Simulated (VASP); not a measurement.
Runs of VASP 6.6.1 on CoO. It takes space group I4/mmm (No. 139, tetragonal). Conventional cell: a = 3.016 Å, b = 3.016 Å, c = 4.215 Å, α = 90.00°, β = 90.00°, γ = 90.00°. Co (site symmetry 4/mmm) is surrounded by 6 O at 2.11 to 2.13 Å. O (site symmetry 4/mmm) is surrounded by 6 Co at 2.11 to 2.13 Å. 

```tsv
cell	target pressure	gap on the mesh (eV)	pressure (GPa)	moment (μB)
relaxed to 10 GPa	10 GPa	none	10.0	2.71
relaxed to 20 GPa	20 GPa	none	19.6	2.14
relaxed to 5 GPa	5 GPa	none	4.9	2.76
relaxed to 30 GPa	30 GPa	none	30.0	(a)
relaxed to 2 GPa	2 GPa	none	2.0	(b)
```

Alike in all rows: task relaxation of cell and atoms; level PBE; potentials or basis VASP PAW PBE potentials, release 64 (Co, O); spin collinear, ferromagnetic start; k mesh 9 × 9 × 9; cutoff (eV) 600; smearing fermi-dirac 0.05 eV.

Fill in the values left out.

(a) 1.98; (b) 2.79.

Caveats: the cell is relaxed towards a set pressure, so the enthalpy falls and the energy may rise; a cell with one magnetic atom can't hold antiferromagnetic order, which such compounds often take; semilocal functionals often make such compounds metallic where correlation or magnetic order opens a gap, which also shifts bond lengths.

A gap of «none» marks a metal or a gap under the smearing width.
